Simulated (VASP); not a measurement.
Input of a VASP 6.6.1 run:

INCAR

```
SYSTEM = AlN
ALGO = Normal
EDIFF = 1E-7
ENCUT = 520
GGA = PS
ISIF = 2
ISMEAR = 0
LASPH = .True.
LCHARG = .True.
LELF = .True.
LREAL = .False.
LVHAR = .True.
LWAVE = .False.
NBANDS = 11
NELM = 60
PREC = Accurate
SIGMA = 0.05
```

KPOINTS

```
k-points
0
Gamma
  14 14 14
  0 0 0
```

POSCAR

```
AlN
1.0
    0.0000000000      1.9845714768      1.9845714768
    1.9845714768      0.0000000000      1.9845714768
    1.9845714768      1.9845714768      0.0000000000
Al N
1 1
Direct
    0.0000000000      0.0000000000      0.0000000000
    0.5000000000      0.5000000000      0.5000000000
```

Potentials or basis: VASP PAW PBE potentials, release 64 (Al, N).

The run is started by

```sh
$ cat potpaw_PBE.64/Al/POTCAR potpaw_PBE.64/N/POTCAR > POTCAR
$ mpirun -np 1 vasp_std > vasp.out
```

(1) What does it give for the pressure?

(2) Estimate the band gap on the k mesh.

## Answers

(1) 16.7 GPa.

(2) 5.04 eV, indirect (least direct gap 6.49 eV).

Caveat: so large a pressure means that the cell lies far from this level's equilibrium, or that cutoff or potentials fall short; the potentials were made for another functional, which shifts forces and pressure.
